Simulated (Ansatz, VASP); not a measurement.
# Two plane-wave programs on Ba

INCAR

```
PREC = Accurate ; ENCUT = 520
EDIFF = 1E-6 ; ISMEAR = 0
SIGMA = 0.1 ; LREAL = False
LASPH = True ; NELM = 80
ALGO = Fast ; ISIF = 2
LWAVE = False ; LCHARG = False
GGA = PE ; NBANDS = 11
```

File KPOINTS:

```
regular mesh
0
Gamma
  6 6 4
```

The input POSCAR:

```
Ba
1.0
    4.3116136979      0.0000000000      0.0000000000
   -2.1558068490      3.7339669937      0.0000000000
    0.0000000000      0.0000000000      3.9134133000
Ba
1
Direct
    0.0000000000      0.0000000000      0.0000000000
```

Input for Ansatz:

```yaml
crystal:
  lattice:
    - [4.3116136979, 0.0, 0.0]
    - [-2.155806849, 3.7339669937, 0.0]
    - [0.0, 0.0, 3.9134133]
  atoms:
    - { symbol: Ba, position: [0.0, 0.0, 0.0] }
basis:
  ecutwfc: 420
kpoints:
  mp_grid: { grid: [6, 6, 4] }
hamiltonian:
  xc: pbe
scf:
  occupations: { method: gaussian, width: 0.1 }
output:
  forces: true
  stress: true
  eigenvalues: true
```

This isn't the form of Ba at room conditions, which is bcc.

Alike in both runs: task single point; functional PBE; k mesh 6 × 6 × 4; occupations gaussian, width 0.1 eV; no spin polarisation.

|  | VASP | Ansatz |
| --- | --- | --- |
| version | VASP 6.6.1 | Ansatz 0.2.0 |
| potentials or method | VASP PAW PBE potentials, release 64 (Ba_sv) | scalar-relativistic, plane waves, PAW |
| plane-wave cutoff (eV) | 520 | 420 |
| valence electrons in the cell | 10 | 10 |

```tsv
	VASP	Ansatz	Ansatz less VASP
gap on the k mesh at the Fermi level (eV)	none	none	-
pressure (GPa)	0.1	0.0	-0.08
largest component of the traceless stress (GPa)	0.64	0.61	-0.027
```

A gap of «none» marks a metal or a gap that the smearing closes.

Caveats: the k mesh is coarse (spacing up to 0.40 Å⁻¹), so the values aren't converged. The runs have no spin-orbit coupling, so splittings on Ba are missing.
